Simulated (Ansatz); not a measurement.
**K2S: the cell at several levels of theory**

One table from this session's results is given with a row withheld; the runs are named, their logs left out.

Program: Ansatz 0.2.0. PAW datasets, plane waves, zero pressure. The values are computed, spin-unpolarised, and not measurements.

## The cell

It is cubic, Fm-3m (No. 225); a = 7.391 Å in the conventional setting, 33.65 Å³ an atom. K has 4 S at 3.20 Å; S has 8 K at 3.20 Å.

Structure file:

```xyz
3
Lattice="0.0000 3.6955 3.6955 3.6955 0.0000 3.6955 3.6955 3.6955 0.0000" Properties=species:S:1:pos:R:3 pbc="T T T"
K     1.8478    1.8478    1.8478
K     5.5433    5.5433    5.5433
S     0.0000    0.0000    0.0000
```

Set-up of the first run:

File input.yaml:

```yaml
crystal:
  lattice:
    - [0.0, 3.6955, 3.6955]
    - [3.6955, 0.0, 3.6955]
    - [3.6955, 3.6955, 0.0]
  atoms:
    - { symbol: K, position: [0.25, 0.25, 0.25] }
    - { symbol: K, position: [0.75, 0.75, 0.75] }
    - { symbol: S, position: [0.0, 0.0, 0.0] }
kpoints:
  mp_grid: { grid: [6, 6, 6] }
hamiltonian:
  xc: pbe
scf:
  occupations: { method: fermi_dirac, width: 0.02 }
relax:
  f_tol: 0.005
  cell: {}
output:
  write_density: true
  write_potential: true
  elf: true
  volumetric_format: npy
```

The run is started by

```sh
ansatz run input.yaml --threads 2 --pin off --max-ram 2211MiB --backend cpu --events-out ev --progress --plain --runs-dir out
```

Among the steps run: Relaxation with PBE; Relaxing with r2SCAN; Relaxation with PBEsol; Relaxing with LDA; Relaxing with HSE06.

One of the session's tables, all rows but one given; the rest of the session is left out.

```
 level  a (Å)  volume (Å³/atom)
   PBE  7.461            34.614
r2SCAN  7.405            33.843
PBEsol  7.331            32.837
   LDA  7.193            31.013
 HSE06      ?                 ?
```

Q: Estimate the row for HSE06 from the others.

The run gave: a (Å): 7.422; volume (Å³/atom): 34.073. In the column «a (Å)» it lies between r2SCAN (7.405) and PBE (7.461).

LDA gives the smallest cell and PBE the largest; they differ by 11.6 % in volume, a mean of 3.7 % in length. The meshes differ: PBE 6×6×6, r2SCAN 6×6×6, PBEsol 6×6×6, LDA 6×6×6, HSE06 4×4×4.
